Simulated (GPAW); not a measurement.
Runs of GPAW 26.7.0 on Pt. It takes space group Fm-3m (No. 225, cubic). The conventional cell has a = 3.922 Å, b = 3.922 Å, c = 3.922 Å, α = 90.00°, β = 90.00°, γ = 90.00°. Pt (site symmetry m-3m) has 12 Pt at 2.77 Å as nearest neighbours. 

```csv
task,level,potentials or basis,spin,cell,k mesh,band path,band points,spin axis theta (degrees),spin axis phi (degrees),optimizer,gap on the mesh (eV),pressure (GPa),relaxed volume (Å³/atom)
band structure,r2SCAN,"GPAW PAW data sets (gpaw-data 1.2.1), pw","SOC, no magnetisation",as given,9 × 9 × 9,"GXWKGLUWLK,UX",80,90,0,-,-,(c),-
band structure,PBEsol,"PAW data sets generated in the run's folder for this functional, pw","SOC, no magnetisation",as given,9 × 9 × 9,"GXWKGLUWLK,UX",80,54.7,45,-,-,-1.5,-
band structure,RPBE,"the program's PAW data sets (release 1.2.1) made for this functional, pw",off,as given,12 × 12 × 12,"GXWKGLUWLK,UX",80,-,-,-,-,14.5,-
relaxation of cell and atoms,PBEsol+D4,"PAW data sets generated in the run's folder for this functional, pw",off,relaxed to 5 GPa,12 × 12 × 12,-,-,-,-,LBFGS,none,5.0,-
relaxation of cell and atoms,PBEsol,"PAW data sets generated in the run's folder for this functional, pw",off,relaxed,12 × 12 × 12,-,-,-,-,BFGS,none,0.1,(a)
band structure,LDA,"the program's PAW data sets (release 1.2.1) made for this functional, pw",off,as given,12 × 12 × 12,"GXWKGLUWLK,UX",100,-,-,-,-,(b),-
relaxation of cell and atoms,revPBE,"the program's PAW data sets (release 1.2.1) made for this functional, pw",off,relaxed,12 × 12 × 12,-,-,-,-,LBFGS,none,-0.1,15.85
relaxation of cell and atoms,RPBE+D3(BJ),"the program's PAW data sets (release 1.2.1) made for this functional, pw",off,relaxed to 5 GPa,12 × 12 × 12,-,-,-,-,FIRE,none,4.9,-
relaxation of cell and atoms,PBEsol+D3(BJ),"PAW data sets generated in the run's folder for this functional, pw",off,relaxed to 1 GPa,12 × 12 × 12,-,-,-,-,FIRE,none,0.9,-
relaxation of cell and atoms,RPBE,"the program's PAW data sets (release 1.2.1) made for this functional, pw",off,relaxed to 1 GPa,12 × 12 × 12,-,-,-,-,FIRE,none,1.0,-
band structure,BLYP,"PAW data sets generated in the run's folder for this functional, pw",off,as given,12 × 12 × 12,"GXWKGLUWLK,UX",60,-,-,-,-,24.2,-
relaxation of cell and atoms,LDA,"the program's PAW data sets (release 1.2.1) made for this functional, pw",off,relaxed,12 × 12 × 12,-,-,-,-,BFGS,none,0.0,14.71
```

Alike in all rows: cutoff (eV) 600; smearing fermi-dirac 0.05 eV.

Problem. Estimate the missing entries.

Solution. (a) 15.02; (b) -7.0; (c) 5.5.

Caveats: later steps reuse the first step's grids (some runs); spin-orbit coupling is left out, which moves the levels of the heavy elements (some runs); pairwise dispersion overbinds metals, which lowers pressure and volume (some runs); spin-orbit coupling was added after a scalar SCF, so levels and gaps hold it while energy, forces, pressure and moments don't (some runs); this program's spin-orbit splittings come out too wide for heavy elements (some runs); the PAW data sets were made with another functional, which shifts forces and pressure a little (some runs); so large a pressure means that the cell lies far from this level's equilibrium, or that cutoff or potentials fall short (some runs).

A k mesh can miss the band edges, and rows without SOC leave out spin-orbit coupling on Pt.

A gap of «none» marks a metal or a gap under the smearing width.

Runs at the PBE level aren't shown here.
